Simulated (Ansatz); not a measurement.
# Lattice dynamics of BeS (F-43m)

Wanted: vibrations and spectra of BeS (F-43m); the cell is already relaxed. After the zone centre comes a 4×4×4 q mesh on a 8×8×8 k mesh.

Main program and level: Ansatz 0.2.0; DFT LDA, scalar-relativistic, plane waves, PAW; PAW set soft_1.

Most raw output is cut from this account.

The database entry behind the starting cell differs from later determinations by our own check (0.1 to 0.3 % short, probably kX units), so it need not match the best structure at ambient conditions.

### 1. The starting structure

Symmetry: F-43m, No. 216, cubic system. The conventional cell has a = 4.796 Å, b = 4.796 Å, c = 4.796 Å, α = 90.00°, β = 90.00°, γ = 90.00°. Nearest to Be lie 4 S at 2.08 Å. S has 4 Be at 2.08 Å nearest. Farther neighbours and most contacts between anions are not listed.

### 2. Modes at Γ

The cell comes from relaxations at this level that are not shown. The zone centre comes first: it holds the modes that light can see, as far as symmetry allows. The response to a homogeneous field gives the Born charges and the dielectric tensor.

File input.yaml:

```yaml
crystal:
  lattice:
    - [0.0, 2.3980410809, 2.3980410809]
    - [2.3980410809, 0.0, 2.3980410809]
    - [2.3980410809, 2.3980410809, 0.0]
  atoms:
    - { symbol: Be, position: [0.0, 0.0, 0.0] }
    - { symbol: S, position: [0.25, 0.25, 0.25] }
kpoints:
  mp_grid: { grid: [8, 8, 8] }
hamiltonian:
  xc: lda
  pseudopotentials: { kind: paw, azcp: { folder: soft_1 }, xc_functional: pbe }
scf:
  occupations: { method: fixed }
output:
  eigenvalues: true
phonons:
  method: dfpt
  dielectric: true
  rigid_motions: translations
```

The run is started by

```sh
$ ansatz run input.yaml --threads 4 --pin off --max-ram 10240MiB --backend cpu --events-out ev --progress --plain --runs-dir out
```

The job ended after 5.1 s (4 threads of Arm Neoverse V1, shared host; peak memory 0.36 GiB).

Numbers from this step:

```
gap on the k-mesh                                       : 2.825 eV
volume per atom                                         : 13.79 Å³
sum-rule residual before enforcement                    : 1.47e-5 eV/Å²
miss of the charge sum rule                             : 5.67e-6 e
estimated error of the dielectric tensor                : 0.01397
estimated error of the Born charges                     : 0.006417 e
point group                                             : -43m
highest optical mode at the zone centre (no LO-TO term) : 592.7 cm⁻¹
lowest optical zone-centre mode                         : 592.7 cm⁻¹
mean high-frequency dielectric constant                 : 5.428
largest Born charge (third of the trace)                : 1.539 e
mean static dielectric constant                         : 7.138
top of the zone-centre spectrum with the field          : 679.7 cm⁻¹
```

Without the LO-TO term. Patterns of degenerate modes are one choice out of their space. The modes at Γ (shares of kinetic energy by element, %):

```csv
mode,frequency (cm⁻¹),symmetry,Be %,S %
1,0.0,acoustic,22,78
2,0.0,acoustic,22,78
3,0.0,acoustic,22,78
4,592.7,T2,78,22
5,592.7,T2,78,22
6,592.7,T2,78,22
```

Displacements in mode 4 (592.7 cm⁻¹), the largest set to 1:
```
Be1  0.00  0.00  1.00
S2   0.00  0.00 -0.28
```

Optical modes at the zone centre, without and with the macroscopic field of the longitudinal modes; each column is sorted by frequency, so a row need not hold one and the same mode. Modes with and without the field, by row:

```
rank among optical modes  no field (cm⁻¹)  q along (1, 0, 0) (cm⁻¹)
                       1            592.7                     592.7
                       2            592.7                     592.7
                       3            592.7                     679.7
```

Born charge (rows field, columns displacement) (e), principal values of the symmetric part by kind of site:

| atom | atoms with these values | low | middle | high | mean |
| --- | --- | --- | --- | --- | --- |
| Be1 | 1 | 1.54 | 1.54 | 1.54 | 1.54 |
| S2 | 1 | -1.54 | -1.54 | -1.54 | -1.54 |

In full for S2:

```
-1.54  0.00  0.00
 0.00 -1.54  0.00
 0.00  0.00 -1.54
```

High-frequency dielectric tensor:

```
5.43 0.00 0.00
0.00 5.43 0.00
0.00 0.00 5.43
```

Static dielectric tensor (ions relaxed, fixed cell):

```
7.14 0.00 0.00
0.00 7.14 0.00
0.00 0.00 7.14
```

Transverse modes. Lines of the infrared spectrum (strongest = 100):

| position (cm⁻¹) | label | relative intensity |
| --- | --- | --- |
| 593 | T2 | 100 |

Before it was imposed, the acoustic sum rule was missed by 1.5e-5 eV/Å² and the charge sum rule by 5.7e-6 e. Small misses are needed for a sound result but don't prove that mesh and cutoff are converged. The lowest optical mode is real, 593 cm⁻¹.

### 3. Response at finite wavevector

Stability and thermal properties need the whole zone. Linear response on a 4×4×4 q mesh gives force constants as far as a supercell of that size would, and the tensors from the zone-centre run are typed in so that the long-range dipole term is interpolated apart.

input.yaml, the sections that differ from step 2:

```yaml
phonons:
  method: dfpt
  qmesh: [4, 4, 4]
  temperatures: { t_max: 1000, t_step: 50 }
  qpath:
    path:
      - [[0.0, 0.0, 0.0], [-0.5, -0.5, 0.0], [-0.375, -0.375, 0.25]]
      - [[-0.375, 0.0, 0.375], [0.0, 0.0, 0.0], [0.0, 0.0, 0.5], [-0.5, -0.25, 0.25], [-0.5, -0.5, 0.0]]
    npoints: 10
  non_analytic_term:
    high_frequency_dielectric_tensor: [[5.4282, 0.0, 0.0], [0.0, 5.4282, 0.0], [0.0, 0.0, 5.4282]]
    born_effective_charges:
      - { species: Be, tensor: [[1.5393, 0.0, 0.0], [0.0, 1.5393, 0.0], [0.0, 0.0, 1.5393]] }
      - { species: S, tensor: [[-1.5393, 0.0, 0.0], [0.0, -1.5393, 0.0], [0.0, 0.0, -1.5393]] }
    source: "zone-centre run at this cell"
# crystal, kpoints, hamiltonian, scf, output: as in step 2
```

Elapsed: 19 s, on 4 threads; peak memory 0.51 GiB; 71 s of CPU time.

Numbers from this step:

```yaml
sum_rule_residual_before_enforcement: 5.77e-6 eV/Å²
lowest_frequency_on_the_path: 0 cm⁻¹
highest_frequency_on_the_path_or_at_a_solved_wavevector: 679.7 cm⁻¹
mean_frequency: 416.1 cm⁻¹
debye_temperature_second_moment: 842 K
logarithmic_mean_frequency: 369.6 cm⁻¹
lowest_mode_on_the_q_mesh_acoustic_modes_at_gamma_apart: 124.5 cm⁻¹
zero_point_energy_per_atom: 77.38 meV
heat_capacity_at_300_k: 17.75 J/(mol atoms K)
vibrational_entropy_at_300_k: 14.86 J/(mol atoms K)
edges_of_the_widest_gap_between_branches_on_path_and_mesh: 377.5, 540.8 cm⁻¹
```

Frequencies (cm⁻¹) solved at each irreducible wavevector; negative means imaginary. Frequencies by wavevector, by row:

| q in reciprocal lattice units | star | mode 1 | mode 2 | mode 3 | mode 4 | mode 5 | mode 6 |
| --- | --- | --- | --- | --- | --- | --- | --- |
| 0 0 0 | 1 | 0 | 0 | 0 | 592.7 | 592.7 | 592.7 |
| 0 0 0.25 | 8 | 124.5 | 124.5 | 258.6 | 580.2 | 580.2 | 658.5 |
| 0 0 -0.5 | 4 | 162.4 | 162.4 | 374.6 | 575.2 | 575.2 | 630.1 |
| 0 0.25 0.25 | 6 | 173.4 | 173.4 | 262.5 | 561.5 | 561.5 | 677 |
| 0 0.25 -0.5 | 24 | 205.6 | 260.9 | 342.8 | 553.9 | 559.8 | 629.3 |
| 0 0.25 -0.25 | 12 | 181.4 | 256.6 | 314.8 | 565.4 | 572.4 | 615.2 |
| 0 -0.5 -0.5 | 3 | 229.6 | 229.6 | 377.5 | 540.8 | 540.8 | 674.5 |
| 0.25 -0.5 -0.25 | 6 | 271.8 | 281.8 | 335.9 | 547.8 | 571.8 | 591.3 |

Interpolated from a 4×4×4 q mesh, with the LO-TO term (at Γ the limit along the path; where Γ stands inside the path, tables give the limit on arrival). Phonon branches along the path, in cm⁻¹:

| point | branch 1 | branch 2 | branch 3 | branch 4 | branch 5 | branch 6 |
| --- | --- | --- | --- | --- | --- | --- |
| Γ | 0 | 0 | 0 | 593 | 593 | 680 |
| halfway | 173 | 173 | 262 | 562 | 562 | 677 |
| X | 230 | 230 | 378 | 541 | 541 | 674 |
| halfway | 227 | 253 | 369 | 543 | 543 | 659 |
| U | 220 | 294 | 348 | 547 | 548 | 628 |
| jump to K | 220 | 294 | 348 | 547 | 548 | 628 |
| halfway | 146 | 204 | 271 | 576 | 580 | 639 |
| Γ | 0 | 0 | 0 | 593 | 593 | 680 |
| halfway | 125 | 125 | 259 | 580 | 580 | 658 |
| L | 162 | 162 | 375 | 575 | 575 | 630 |
| halfway | 206 | 251 | 355 | 556 | 575 | 606 |
| W | 272 | 282 | 336 | 548 | 572 | 591 |
| halfway | 250 | 251 | 361 | 545 | 547 | 644 |
| X | 230 | 230 | 378 | 541 | 541 | 674 |

Tetrahedra on a 24×24×24 mesh, mean over bins of 10 cm-1. Interpolated from a 4×4×4 q mesh. The phonon density of states by wavenumber; read off at these points:

```csv
wavenumber (cm⁻¹),phonon density of states (1/cm⁻¹/cell)
5,0
35,1.9e-4
65,7.2e-4
105,0.00212
135,0.0043
165,0.0120
195,0.0150
225,0.0199
235,0.0167
265,0.0111
295,0.00706
325,0.00742
345,0.0227
365,0.00726
395,0
425,0
455,0
495,0
525,0
555,0.0400
575,0.0638
585,0.0130
615,0.0189
625,0.0159
655,0.0104
685,1.0e-5
```

The partial phonon density of states has structure finer than the step of the table below, so its rows give means over 25 cm⁻¹, whole bins alone (the curve runs from -10 to 710 cm⁻¹). Peaks (cm⁻¹: height): Be 574.1: 0.0452, 614.9: 0.0168; S 225.5: 0.0163, 343.2: 0.0206, 574.1: 0.0105.

Phonopy on the run's constants, 21x21x21 mesh, Gaussian sigma 5.1 cm-1. Interpolated from a 4×4×4 q mesh. The partial phonon density of states by wavenumber; means over each step; values in 1/cm⁻¹/cell:

| wavenumber (cm⁻¹) | Be | S |
| --- | --- | --- |
| 25 | 2.7e-5 | 9.2e-5 |
| 50 | 1.0e-4 | 3.8e-4 |
| 75 | 2.1e-4 | 7.8e-4 |
| 100 | 4.2e-4 | 0.00153 |
| 125 | 7.3e-4 | 0.00275 |
| 150 | 0.00143 | 0.00556 |
| 175 | 0.00260 | 0.0104 |
| 200 | 0.00302 | 0.0126 |
| 225 | 0.00339 | 0.0146 |
| 250 | 0.00234 | 0.0108 |
| 275 | 0.00185 | 0.00895 |
| 300 | 9.3e-4 | 0.00563 |
| 325 | 6.2e-4 | 0.00906 |
| 350 | 5.9e-4 | 0.0155 |
| 375 | 6.2e-5 | 0.00309 |
| 400 | 0 | 5.6e-6 |
| 425 | 0 | 0 |
| 450 | 0 | 0 |
| 475 | 0 | 0 |
| 500 | 0 | 0 |
| 525 | 9.4e-4 | 2.4e-4 |
| 550 | 0.0284 | 0.00680 |
| 575 | 0.0337 | 0.00786 |
| 600 | 0.00922 | 8.3e-4 |
| 625 | 0.0145 | 8.6e-4 |
| 650 | 0.00988 | 9.9e-4 |
| 675 | 0.00504 | 7.3e-4 |

Second derivatives of the energy by pair, one row for each kind of neighbour of each atom listed. Each entry sums the pair over the periodic images of the supercell that the q mesh stands for, and in a polar crystal it holds the long-range dipole part too. Force constants by pair, by row:

```
atom  neighbour  distance (Å)  third of the trace (eV/Å²)  along the pair's line (eV/Å²)
 Be1     itself             0                       10.03                              –
 Be1          S         2.077                      -2.406                         -5.204
 Be1         Be         3.391                     -0.0062                        -0.6189
 Be1          S         3.977                     -0.0118                         0.1258
 Be1         Be         4.796                     -0.0116                        -0.0832
 Be1          S         5.226                      0.0229                         0.1756
 Be1         Be         5.874                     -0.0292                        -0.0922
 Be1          S          6.23                      0.0108                         0.0391
 Be1          S          6.23                      0.0013                         0.0309
  S2     itself             0                       12.75                              –
  S2         Be         2.077                      -2.406                         -5.204
  S2          S         3.391                     -0.2488                         -1.044
  S2         Be         3.977                     -0.0118                         0.1258
  S2          S         4.796                      0.0028                        -0.0411
  S2         Be         5.226                      0.0229                         0.1756
  S2          S         5.874                     -0.0092                        -0.0484
  S2         Be          6.23                      0.0108                         0.0391
  S2         Be          6.23                      0.0013                         0.0309
```

Harmonic thermodynamic functions per atom, from the density of states. Interpolated from a 4×4×4 q mesh. Thermodynamic functions, by row:

| T (K) | F_vib (meV/atom) | S (J/mol-atom/K) | C_V (J/mol-atom/K) |
| --- | --- | --- | --- |
| 0 | 77.38 | 0 | 0 |
| 50 | 77.34 | 0.354 | 1.162 |
| 100 | 76.69 | 2.406 | 5.369 |
| 200 | 71.08 | 8.598 | 12.98 |
| 300 | 58.87 | 14.86 | 17.75 |
| 400 | 40.55 | 20.36 | 20.35 |
| 500 | 16.94 | 25.07 | 21.81 |
| 600 | -11.2 | 29.13 | 22.69 |
| 700 | -43.27 | 32.67 | 23.25 |
| 800 | -78.79 | 35.8 | 23.63 |
| 900 | -117.4 | 38.6 | 23.89 |
| 1000 | -158.7 | 41.13 | 24.09 |

Harmonic mean-square displacement, third of the trace. Interpolated from a 4×4×4 q mesh. Mean square displacements, by row:

```
T (K)  Be1 U_eq (Å²)  S2 U_eq (Å²)
    0        0.00415       0.00214
  100        0.00451       0.00253
  300        0.00694       0.00501
  600         0.0119       0.00943
```

Symmetry leaves 8 wavevectors to solve. The lowest mode among them, the acoustic zeros apart, lies at q = (0, 0, 0.25) and is real, 125 cm⁻¹.

### 4. The same by displaced supercells

Finite displacements in a 2×2×2 supercell give force constants from forces alone. They are exact at the wavevectors that the supercell holds, where they check the linear-response result.

input.yaml, as its differences from that of step 3:

```diff
@@ -18,4 +18,4 @@
 phonons:
-  method: dfpt
-  qmesh: [4, 4, 4]
+  method: fd
+  supercell: [2, 2, 2]
   temperatures: { t_max: 1000, t_step: 50 }
```

Elapsed: 8.5 s, on 4 threads; peak memory 0.63 GiB; 32 s of CPU time.

Numbers from this step:

| Quantity | Value |
| --- | --- |
| atoms in the supercell | 16 |
| sum-rule residual before enforcement | 2.45e-4 eV/Å² |
| highest optical mode at the zone centre (no LO-TO term) | 592.8 cm⁻¹ |
| lowest optical zone-centre mode | 592.8 cm⁻¹ |

Interpolated from a 2×2×2 supercell, rough between the solved points, with the LO-TO term (at Γ the limit along the path; where Γ stands inside the path, tables give the limit on arrival). Phonon branches along the path, in cm⁻¹:

```csv
point,branch 1,branch 2,branch 3,branch 4,branch 5,branch 6
Γ,0,0,0,593,593,680
halfway,155,155,264,569,569,678
X,230,230,378,541,541,674
halfway,225,251,370,544,547,664
U,213,288,353,553,563,638
jump to K,213,288,353,553,563,638
halfway,130,194,271,581,584,648
Γ,0,0,0,593,593,680
halfway,114,114,256,584,584,659
L,162,162,375,575,575,630
halfway,194,248,358,563,588,616
W,263,266,347,546,590,616
halfway,246,247,364,544,557,654
X,230,230,378,541,541,674
```

Tetrahedra on a 22×22×22 mesh, mean over bins of 10 cm-1. Interpolated from a 2×2×2 supercell, rough between the solved points. Phonon density of states against wavenumber; read off at these points:

wavenumber (cm⁻¹), phonon density of states (1/cm⁻¹/cell) and a bar:
```
        5     0.0000 
       25     0.0001 
       55     0.0007 
       75     0.0014 #
       95     0.0024 #
      125     0.0047 ##
      145     0.0075 ####
      165     0.0142 #######
      195     0.0157 ########
      215     0.0162 #########
      225     0.0164 #########
      235     0.0132 #######
      265     0.0106 ######
      285     0.0082 ####
      305     0.0038 ##
      335     0.0095 #####
      345     0.0231 ############
      355     0.0201 ###########
      385     0.0000 
      405     0.0000 
      425     0.0000 
      455     0.0000 
      475     0.0000 
      495     0.0000 
      525     0.0000 
      545     0.0170 #########
      565     0.0374 ####################
      585     0.0570 ##############################
      595     0.0027 #
      615     0.0138 #######
      625     0.0197 ##########
      635     0.0161 ########
      665     0.0132 #######
      685     0.0000
```

At Γ the two methods differ by at most 0.0 cm⁻¹.

### 5. Outcome

| Quantity | Value |
| --- | --- |
| space group (within 0.01 Å) | F-43m |
| volume per atom | 13.8 Å³ |
| gap on the k-mesh | 2.83 eV |
| highest optical mode at the zone centre (no LO-TO term) | 593 cm⁻¹ |
| top of the zone-centre spectrum with the field | 680 cm⁻¹ |
| lowest optical zone-centre mode | 593 cm⁻¹ |
| mean high-frequency dielectric constant | 5.43 |
| mean static dielectric constant | 7.14 |
| largest Born charge (third of the trace) | 1.54 e |
| lowest mode on the q mesh (acoustic modes at Γ apart) | 125 cm⁻¹ |
| highest frequency on the path or at a solved wavevector | 680 cm⁻¹ |
| zero-point energy per atom | 77.4 meV |
| heat capacity at 300 K | 17.8 J/(mol atoms K) |
| vibrational entropy at 300 K | 14.9 J/(mol atoms K) |
| Debye temperature (second moment) | 842 K |
| imaginary modes on the 4×4×4 q mesh | none |

In words: The structure is a minimum as far as tested: no mode is imaginary at the 8 irreducible wavevectors of the 4×4×4 mesh, and the softest away from the acoustic zeros lies at 125 cm⁻¹. Without the field, the optical modes at Γ form one degenerate level at 593 cm⁻¹. The highest mode in this list at Γ, 592.7 cm⁻¹, is mostly motion of Be (78 % of the kinetic energy). With the macroscopic field of the longitudinal modes the top of the zone-centre spectrum lies at 680 cm⁻¹, against 593 cm⁻¹ without it. Lattice motion raises the mean dielectric constant from 5.428 to 7.138. The strongest infrared line is at 593 cm⁻¹. On the path and the mesh, the widest gap between branches runs from 378 to 541 cm⁻¹. Finite displacements and linear response differ by 0.0 cm⁻¹ in the highest zone-centre mode. The program warns that the interpolation holds no quadrupole term, so branches close to Γ can be off in this crystal. The PAW files were made for PBE and serve the other functionals too. These are harmonic frequencies at zero temperature: anharmonic shifts, linewidths and thermal expansion are left out.

[Logs are printed without paths, hosts, clocks, repeated set-up lines and the standing remarks that a program may print on its own settings, such as how far it seeks lower states.]

[Hosts, paths, dates, database ids (printed as entryN), source tags and the programs' standing remarks are cut or masked in the printed files.]
